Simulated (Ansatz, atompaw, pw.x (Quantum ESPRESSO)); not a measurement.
**La: one change to the PAW (atompaw) potential, in the atom and in the bcc crystal**

* Element: La
* Generator: atompaw 4.2.0.5
* Type: PAW
* Functional: PBE
* Relativity: scalar-relativistic
* Frozen core: [Kr] 4d10
* Valence charge: 11
* Reference configuration: 4f0 5s2 5p6 5d1 6s2 6p0
* Partial waves: 5s (bound); 6s (bound); 5p (bound); 6p (bound, empty); 5d (bound); 5d channel at 5.15 Ry; 4f (bound, empty); 4f channel at 0.55 Ry
* Local potential: bessel scheme, radius 2.55 bohr
* Core correction: smooth core density matched at 2.75 bohr
* Augmentation charge: sinc compensation charge, radius 2.30 bohr; PAW radius 3.00 bohr; waves and projectors: bloechl

Change: wave 4f channel at 0.55 Ry becomes 4f channel at 11.09 Ry.

Cutoffs, loose and tight: the cutoffs (Ry, on a coarse ladder) from which the occupation-weighted sum of valence levels, in a spherical-Bessel basis at the reference potential, stays within 10 and 1 mRy of its value at 400 Ry. They see the waves and projectors alone, not the compensation charge or the core.

Crystal test: bcc La in pw.x 7.5, no spin, 11³ k-points, Fermi–Dirac smearing 0.01 Ry, cutoffs set for each file from its atomic test. The reference is all-electron LAPW (Ansatz 0.2.0) with the same functional, mesh and smearing; V0 and B0 come from Birch–Murnaghan fits to the pressures at five volumes. Errors are pseudo minus all-electron; Δ is the rms difference of the E(V) curves that follow from these fits, minima aligned, over ±6 % about the mean V0. Mesh and smearing are coarse, so the numbers serve the comparison and aren't converged zero-temperature values; the lattice is a test structure that the element need not adopt.

All-electron: a0 = 4.241 Å (V0 = 38.13 Å³/atom), B0 = 25.4 GPa.

Problem. Does the change bring the crystal closer to the all-electron result?

Solution. The mean pressure error goes from +0.04 to +1.25 GPa, so the change moves the solid further from the all-electron pressures.

```tsv
quantity	base	changed
outcome (atom)	generated	generated
cutoff, loose (atom)	15 Ry	15 Ry
cutoff, tight (atom)	18 Ry	18 Ry
bound ghosts (atom)	none	none
cutoffs in pw.x (Ry)	40/400	40/400
a0 (Å)	4.242	4.297
a0 error (%)	+0.04	+1.33
B0 error (%)	+0.8	+8.3
Δ (meV/atom)	0.3	9.1
mean pressure error (GPa)	+0.04	+1.25
```

Changed file: This is a poor potential for the solid. The atomic cutoffs weigh occupied waves only.
